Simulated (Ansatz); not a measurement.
## Au (bcc)

Method: PBE, scalar-relativistic; no spin polarisation; PAW, 420 eV, Γ-centred 18×18×18 mesh, 0.05 eV Gaussian smearing; code Ansatz. The datasets are Ansatz's generated set soft_2.

```cif
data_structure
_symmetry_space_group_name_H-M 'P 1'
_symmetry_Int_Tables_number 1
_cell_length_a 2.8590
_cell_length_b 2.8590
_cell_length_c 2.8590
_cell_angle_alpha 109.471
_cell_angle_beta 109.471
_cell_angle_gamma 109.471
_cell_volume 17.99
loop_
_atom_site_label
_atom_site_type_symbol
_atom_site_fract_x
_atom_site_fract_y
_atom_site_fract_z
_atom_site_occupancy
Au1 Au 0.00000 0.00000 0.00000 1
```

At room temperature and ambient pressure Au is fcc.

Path: Γ–H–N–Γ–P–H | P–N, with Γ = (0.000, 0.000, 0.000), H = (0.500, -0.500, 0.500), N = (0.000, 0.000, 0.500), P = (0.250, 0.250, 0.250) in reciprocal vectors of the calculation's cell.

**Question.** Is it a metal or an insulator, and if it has a gap, where are the band edges on this path?

**Answer.** A metal: bands cross the Fermi level.

Bands as a text map, energy in eV from the Fermi level (dashes), each leg drawn with the same width:
```
  3.71 |          *                     *            
  3.43 |           *                   *             
  3.14 |            ***               *          ****
  2.86 |           *                 *        ***    
  2.57 |                           **       **  *    
  2.29 |                                             
  2.00 |                                             
  1.71 |                                         *   
  1.43 |            *                                
  1.14 |                                             
  0.86 |     *                    *                  
  0.57 |                                          *  
  0.29 |             *                               
  0.00 |---------------------------------------------
 -0.29 |                                           * 
 -0.57 |              *                             *
 -0.86 |                                             
 -1.14 |                         *                   
 -1.43 |    *       ****                            *
 -1.71 |       *****   *                   *       * 
 -2.00 |      * *                        **          
 -2.29 |   * **         *               * *       *  
 -2.57 |  *      *    **        *  *****    *********
 -2.86 |**       *    * ***********            ******
 -3.14 | *  **    *  * * ***                     *   
 -3.43 |            *   *                            
 -3.71 |  ***     **      *    *         *      *    
 -4.00 |            *                                
        Γ      H      N      Γ      P      HP       N
```

With 19 valence electrons in the calculation's cell and no magnetic order, the bands, two electrons each, can't all be full or empty: band theory demands a metal.

For elements this heavy, spin–orbit coupling would shift levels and gaps; it isn't included here.
